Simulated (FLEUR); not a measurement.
Runs of FLEUR MaX-R8.1 (later development tree) on Al. The structure is cubic, space group Fm-3m (No. 225). Conventional cell: a = 4.050 Å, b = 4.050 Å, c = 4.050 Å, α = 90.00°, β = 90.00°, γ = 90.00°. Al (site symmetry m-3m) is surrounded by 12 Al at 2.86 Å. 

```tsv
task	level	spin	smearing	gmax	muffin-tin radii	lmax	max iterations	mixing factor	kmax	V0 of scaled cells (Å³/atom)	B0 (GPa)
equation of state	PW91	off	fermi-dirac 0.05 eV	12.7 1/bohr	Al 2.45 bohr	Al 10	-	-	4.1 1/bohr	16.60	75
equation of state	Wigner	off	fermi-dirac 0.05 eV	12.7 1/bohr	Al 2.45 bohr	Al 10	-	-	4.1 1/bohr	16.52	75
equation of state	PBE	off	fermi-dirac 0.05 eV	20 1/bohr	Al 2.45 bohr	Al 7	-	-	4 1/bohr	16.52	79
equation of state	PZ	off	fermi-dirac 0.05 eV	11.8 1/bohr	Al 2.45 bohr	Al 10	-	-	3.8 1/bohr	15.84	(a)
```

Alike in all rows: potentials or basis all-electron, FLAPW; cell as given; k mesh 11 × 11 × 11.

Q: Fill in the values left out.

A: (a) 85.

Caveats: small basis for a fit (some runs).

Not every run made on this cell is shown here.
